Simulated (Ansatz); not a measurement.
# Au(111) with 4 layers of random Au-Re, 2x2: scattering by chemical disorder

How strongly does chemical disorder scatter in Au(111) with 4 layers of random Au-Re, 2x2?

Calculated with Ansatz 0.2.0; Ansatz plane-wave DFT, PBE, PAW files; ballistic transport by layer matching (Landauer), zero bias; PAW set soft_1.

Report form: the programs' logs are mostly left out.

## 1. The structure

The cell holds 40 atoms: 28 Au and 12 Re. Cell: a = 5.768 Å, b = 5.768 Å, c = 23.605 Å, α = 93.5°, β = 86.5°, γ = 120.0°. It derives from Au. Regions: lead, 24 atoms (24 Au); scattering region, 16 atoms (12 Re and 4 Au). The structure is stacked along c, and the current runs across the ab planes.

## 2. With 4 alloy layers

In 4 layers a share of 0.75 of the sites is given to Re at random. The layers about the cell's end stay perfect and serve as the lead. Disorder leaves little or no symmetry, which makes such runs dear. Energies from -0.05 to 0.05 eV in steps of 0.05 eV are too few for the program's thermal sum, so it prints no conductance; for a metal the transmission near the Fermi level serves, at a fraction of the cost.

Contents of input.yaml:

```yaml
crystal:
  lattice:
    - [5.7675164607, 0.0, 0.0]
    - [-2.8837582304, 4.9948157718, 0.0]
    - [1.4418791152, -0.8324692953, 23.5457873532]
  atoms:
    - { symbol: Au, position: [0.9916666667, 0.0083333333, 0.05] }
    - { symbol: Au, position: [0.9916666667, 0.5083333333, 0.05] }
    - { symbol: Au, position: [0.4916666667, 0.0083333333, 0.05] }
    - { symbol: Au, position: [0.4916666667, 0.5083333333, 0.05] }
    - { symbol: Au, position: [0.1416666667, 0.3583333333, 0.15] }
    - { symbol: Au, position: [0.1416666667, 0.8583333333, 0.15] }
    - { symbol: Au, position: [0.6416666667, 0.3583333333, 0.15] }
    - { symbol: Au, position: [0.6416666667, 0.8583333333, 0.15] }
[... 28 atom lines left out ...]
    - { symbol: Au, position: [0.8416666667, 0.1583333333, 0.95] }
    - { symbol: Au, position: [0.8416666667, 0.6583333333, 0.95] }
    - { symbol: Au, position: [0.3416666667, 0.1583333333, 0.95] }
    - { symbol: Au, position: [0.3416666667, 0.6583333333, 0.95] }
kpoints:
  mp_grid: { grid: [5, 5, 1] }
hamiltonian:
  xc: pbe
  pseudopotentials: { kind: paw, azcp: { folder: soft_1 } }
scf:
  occupations: { method: fermi_dirac, width: 0.1 }
output:
  transmission:
    leads: [[0, 4]]
    kmesh: [10, 10]
    e_range: [-0.05, 0.05]
    de: 0.05
  write_potential: true
  write_density: true
  volumetric_format: npy
```

On the command line:

```
> ansatz run input.yaml --threads 8 --pin off --max-ram 15360MiB --backend cpu --events-out ev --progress --plain --runs-dir out
```

It took 4.2 min on 8 threads of AMD EPYC 7B13 (Zen 3), shared host; peak memory 9.8 GiB; 28 min of CPU time.

Numbers from this step:

```
free energy                                    : -498655.0567 eV
energy at zero smearing                        : -498654.6076 eV
Fermi energy                                   : 20.77 eV
cell area                                      : 28.81 Å²
transmission per spin nearest the Fermi level  : 1.404
open channels per spin nearest the Fermi level : 3.19
step of the lead's potential                   : 20 meV
```

Per spin. The transmission, zone mean by energy, zero at the Fermi level:

```tsv
energy (eV)	transmission, zone mean
-0.0500	1.37
0.0000	1.40
0.0500	1.42
```

Per spin. Open channels, zone mean, lead against energy, zero at the Fermi level:

```tsv
energy (eV)	open channels, zone mean, lead
-0.0500	3.21
0.0000	3.19
0.0500	3.21
```

Over the solved energies the transmission per spin lies between 1.37 and 1.42, out of 3.20 channels of the lead on average (up to 3.21).

## 3. With 8 alloy layers

In 8 layers a share of 0.75 of the sites is given to Re at random. A fresh draw is used; the growth of the resistance with length is what counts.

System of this step: Au(111) with 8 layers of random Au-Re, 2x2. The cell holds 56 atoms: 32 Au and 24 Re. Cell: a = 5.768 Å, b = 5.768 Å, c = 33.006 Å, α = 87.5°, β = 92.5°, γ = 120.0°. It derives from Au. Regions: lead, 24 atoms (24 Au); scattering region, 32 atoms (8 Au and 24 Re). The structure is stacked along c, and the current runs across the ab planes.

Contents of input.yaml:

```yaml
crystal:
  lattice:
    - [5.7675164607, 0.0, 0.0]
    - [-2.8837582304, 4.9948157718, 0.0]
    - [-1.4418791152, 0.8324692953, 32.9641022945]
  atoms:
    - { symbol: Au, position: [0.005952381, 0.994047619, 0.0357142857] }
    - { symbol: Au, position: [0.005952381, 0.494047619, 0.0357142857] }
    - { symbol: Au, position: [0.505952381, 0.994047619, 0.0357142857] }
    - { symbol: Au, position: [0.505952381, 0.494047619, 0.0357142857] }
    - { symbol: Au, position: [0.1845238095, 0.3154761905, 0.1071428571] }
    - { symbol: Au, position: [0.1845238095, 0.8154761905, 0.1071428571] }
    - { symbol: Au, position: [0.6845238095, 0.3154761905, 0.1071428571] }
    - { symbol: Au, position: [0.6845238095, 0.8154761905, 0.1071428571] }
[... 44 atom lines left out ...]
    - { symbol: Au, position: [0.3273809524, 0.1726190476, 0.9642857143] }
    - { symbol: Au, position: [0.3273809524, 0.6726190476, 0.9642857143] }
    - { symbol: Au, position: [0.8273809524, 0.1726190476, 0.9642857143] }
    - { symbol: Au, position: [0.8273809524, 0.6726190476, 0.9642857143] }
kpoints:
  mp_grid: { grid: [5, 5, 1] }
hamiltonian:
  xc: pbe
  pseudopotentials: { kind: paw, azcp: { folder: soft_1 } }
scf:
  occupations: { method: fermi_dirac, width: 0.1 }
output:
  transmission:
    leads: [[0, 4]]
    kmesh: [10, 10]
    e_range: [-0.05, 0.05]
    de: 0.05
  write_potential: true
  write_density: true
  volumetric_format: npy
```

Wall time 7.8 min (8 threads); peak memory 9.4 GiB; 53 min of CPU time.

Numbers from this step:

```yaml
free_energy: -681684.4823 eV
energy_at_zero_smearing: -681683.7761 eV
fermi_energy: 20.78 eV
transmission_per_spin_nearest_the_fermi_level: 1.016
open_channels_per_spin_nearest_the_fermi_level: 3.21
step_of_the_lead_s_potential: 10.2 meV
```

Per spin. Table of transmission, zone mean by energy, zero at the Fermi level:

```tsv
energy (eV)	transmission, zone mean
-0.0500	1.01
0.0000	1.02
0.0500	1.06
```

Over the solved energies the transmission per spin lies between 1.01 and 1.06, out of 3.21 channels of the lead on average (up to 3.21).

## 4. With 12 alloy layers

In 12 layers a share of 0.75 of the sites is given to Re at random. A fresh draw is used; the growth of the resistance with length is what counts.

System of this step: Au(111) with 12 layers of random Au-Re, 2x2. The cell holds 72 atoms: 36 Au and 36 Re. Its edges and angles: a = 5.768 Å, b = 5.768 Å, c = 42.382 Å, α = 90.0°, β = 90.0°, γ = 120.0°. It derives from Au. Regions: lead, 24 atoms (24 Au); scattering region, 48 atoms (36 Re and 12 Au). The structure is stacked along c, and the current runs across the ab planes.

Contents of input.yaml:

```yaml
crystal:
  lattice:
    - [5.7675164607, 0.0, 0.0]
    - [-2.8837582304, 4.9948157718, 0.0]
    - [0.0, 0.0, 42.3824172358]
  atoms:
    - { symbol: Au, position: [0.0, 0.0, 0.0277777778] }
    - { symbol: Au, position: [0.0, 0.5, 0.0277777778] }
    - { symbol: Au, position: [0.5, 0.0, 0.0277777778] }
    - { symbol: Au, position: [0.5, 0.5, 0.0277777778] }
    - { symbol: Au, position: [0.1666666667, 0.3333333333, 0.0833333333] }
    - { symbol: Au, position: [0.1666666667, 0.8333333333, 0.0833333333] }
    - { symbol: Au, position: [0.6666666667, 0.3333333333, 0.0833333333] }
    - { symbol: Au, position: [0.6666666667, 0.8333333333, 0.0833333333] }
[... 60 atom lines left out ...]
    - { symbol: Au, position: [0.3333333333, 0.1666666667, 0.9722222222] }
    - { symbol: Au, position: [0.3333333333, 0.6666666667, 0.9722222222] }
    - { symbol: Au, position: [0.8333333333, 0.1666666667, 0.9722222222] }
    - { symbol: Au, position: [0.8333333333, 0.6666666667, 0.9722222222] }
kpoints:
  mp_grid: { grid: [5, 5, 1] }
hamiltonian:
  xc: pbe
  pseudopotentials: { kind: paw, azcp: { folder: soft_1 } }
scf:
  occupations: { method: fermi_dirac, width: 0.1 }
output:
  transmission:
    leads: [[0, 4]]
    kmesh: [10, 10]
    e_range: [-0.05, 0.05]
    de: 0.05
  write_potential: true
  write_density: true
  volumetric_format: npy
```

Wall time 13 min (8 threads); peak memory 9.1 GiB; 89 min of CPU time.

This step gave:

- free energy: -864714.1441 eV
- energy at zero smearing: -864713.1838 eV
- Fermi energy: 20.75 eV
- transmission per spin nearest the Fermi level: 0.6970
- step of the lead's potential: 12.9 meV

Per spin. The transmission, zone mean by energy, zero at the Fermi level:

```tsv
energy (eV)	transmission, zone mean
-0.0500	0.695
0.0000	0.697
0.0500	0.695
```

Over the solved energies the transmission per spin lies between 0.695 and 0.697, out of 3.20 channels of the lead on average (up to 3.21).

## 5. Resistance against length

This step: Ansatz plane-wave DFT, PBE, PAW files; ballistic transport by layer matching (Landauer), zero bias; residual resistivity from the slope of the area resistance, atoms on the host's lattice; PAW set soft_1 (Ansatz 0.2.0).

Numbers from this step:

```yaml
resistivity: 142.6 µΩ cm
intercept: 0.02626 fΩ m²
scatter_about_the_fit: 0.1791 fΩ m²
```

Resistance, by row:

```tsv
run	length (Å)	T	channels N	RA (fΩ m²)
n4	9.418	1.4	3.203	1.496
n8	18.84	1.028	3.21	2.458
n12	28.25	0.6957	3.197	4.181
```

Table of area resistance by length of the alloy:

```tsv
length of the alloy (Å)	area resistance (fΩ m²)
9.42	1.50
18.84	2.46
28.25	4.18
```

The area resistance goes from 1.5 to 4.2 fΩ m² between 9.4 and 28.3 Å, a slope of 143 µΩ cm.

By hand from the end points: (4.181 − 1.496) fΩ m² / (28.25 − 9.42) Å = 143 µΩ cm, since 1 fΩ m² per Å is 1000 µΩ cm.

## 6. Summary of results

| Property | Result |
| --- | --- |
| resistivity from the slope | 143 µΩ cm |
| area resistance over 9.42 Å | 1.50 fΩ m² |
| area resistance over 18.8 Å | 2.46 fΩ m² |
| area resistance over 28.3 Å | 4.18 fΩ m² |

The slope gives 143 µΩ cm. The points scatter by 0.18 fΩ m² about the line, with one random draw a length in a 2x2 cell, so the slope is a rough value. Read with a model of isotropic scattering on a spherical Fermi surface and the lead's 0.86×10¹⁵ S/m², this slope means a mean free path near 6.1 Å (a rough figure, since the alloy's own channel count differs); over these lengths the model's slope is within 3 % of its bulk resistivity. The atoms sit on the host's lattice, so scattering by size misfit is left out. With 75 % of Re, whose own structure is another, this is a hypothetical phase. Spin-orbit coupling is left out, which matters for Au and Re.

[Logs are printed without paths, hosts, clocks, repeated set-up lines and the standing remarks that a program may print on its own settings, such as how far it seeks lower states.]

[Hosts, paths, dates, database ids (printed as entryN), source tags and the programs' standing remarks are cut or masked in the printed files.]
